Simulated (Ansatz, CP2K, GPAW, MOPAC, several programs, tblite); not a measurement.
**What each method gives for LiH (zincblende)**

LiH (zincblende), relaxed with r2SCAN in Ansatz, was computed with several methods. It is cubic, F-43m (No. 216); conventional cell a = 4.290 Å, 9.87 Å³ an atom. Around Li lie 4 H at 1.86 Å; around H lie 4 Li at 1.86 Å. The calculation is spin-unpolarised, and the structure need not be a phase that has been made.

Space group F-43m (No. 216). a = 4.290 Å, b = 4.290 Å, c = 4.290 Å, α = 90.00°, β = 90.00°, γ = 90.00°
```csv
atom,site,symmetry,x,y,z
Li,4a,-43m,0.0000,0.0000,0.0000
H,4d,-43m,0.2500,0.2500,0.7500
```

Gaps and times are for a single point on this cell; volume and bulk modulus come from each method's own relaxation or energy curve at fixed shape. Times are rough, from shared hosts (Arm Neoverse V1), and each method has its own mesh and cell size. PM6 (MOPAC), PM7 (MOPAC), GFN1-xTB (tblite), GFN2-xTB (tblite) treat a cluster of cells at its zone centre, which samples few k points: where these miss a band edge, the gap comes out too large for that reason alone. Gaps from k meshes are read at a limited set of points (mesh, symmetry points, PBE's band edges), so each method's own least gap may be somewhat smaller. xTB and the PM methods were fitted mostly to molecules, and can miss a solid's gap by electronvolts. Minimal bases can be far off for gaps. GLLB-SC's gap includes the derivative discontinuity. d marks a direct gap, i an indirect one (no mark: not told apart), a dash a value that wasn't computed or didn't pass its checks.

```json
{"method": "light PBE (260 eV and a coarse mesh)", "kind": "light plane-wave", "gap (eV)": "4.20 i", "own volume (Å³/atom)": "–", "bulk modulus (GPa)": "–", "atoms computed": "2", "processor time": "0.41 s"}
{"method": "PBE", "kind": "semilocal", "gap (eV)": "4.20 i", "own volume (Å³/atom)": "9.85", "bulk modulus (GPa)": "27", "atoms computed": "2", "processor time": "1.2 s"}
{"method": "PM6 (MOPAC)", "kind": "semi-empirical", "gap (eV)": "12.31", "own volume (Å³/atom)": "–", "bulk modulus (GPa)": "–", "atoms computed": "64", "processor time": "1.4 s"}
{"method": "PM7 (MOPAC)", "kind": "semi-empirical", "gap (eV)": "11.18", "own volume (Å³/atom)": "–", "bulk modulus (GPa)": "–", "atoms computed": "64", "processor time": "1.6 s"}
{"method": "r2SCAN", "kind": "semilocal", "gap (eV)": "4.72 i", "own volume (Å³/atom)": "9.87", "bulk modulus (GPa)": "27", "atoms computed": "2", "processor time": "2.2 s"}
{"method": "PBE/single zeta (GPAW)", "kind": "small basis", "gap (eV)": "7.28 i", "own volume (Å³/atom)": "–", "bulk modulus (GPa)": "–", "atoms computed": "2", "processor time": "2.6 s"}
{"method": "GLLB-SC (GPAW)", "kind": "model potential", "gap (eV)": "7.84", "own volume (Å³/atom)": "–", "bulk modulus (GPa)": "–", "atoms computed": "2", "processor time": "2.9 s"}
{"method": "GFN1-xTB (tblite)", "kind": "tight binding", "gap (eV)": "6.80", "own volume (Å³/atom)": "–", "bulk modulus (GPa)": "–", "atoms computed": "64", "processor time": "3.1 s"}
{"method": "GFN2-xTB (tblite)", "kind": "tight binding", "gap (eV)": "7.23", "own volume (Å³/atom)": "–", "bulk modulus (GPa)": "–", "atoms computed": "64", "processor time": "7.5 s"}
{"method": "PBE/SZV (CP2K)", "kind": "small basis", "gap (eV)": "5.51 i", "own volume (Å³/atom)": "10.08", "bulk modulus (GPa)": "31", "atoms computed": "2", "processor time": "17 s"}
{"method": "PBE/DZVP (CP2K)", "kind": "small basis", "gap (eV)": "3.99 i", "own volume (Å³/atom)": "9.35", "bulk modulus (GPa)": "33", "atoms computed": "2", "processor time": "32 s"}
```

Against r2SCAN (4.72 eV) and with closed or daggered gaps left aside, the nearest gap at the points sampled is that of light PBE (260 eV and a coarse mesh) (-0.52 eV) and the farthest that of PM6 (MOPAC) (+7.59 eV). r2SCAN is only a yardstick of convenience: semilocal gaps usually lie below measured ones, which GLLB-SC and hybrids aim to mend.

Volumes against r2SCAN's: PBE -0.2 %, PBE/SZV (CP2K) +2.2 %, PBE/DZVP (CP2K) -5.3 %.
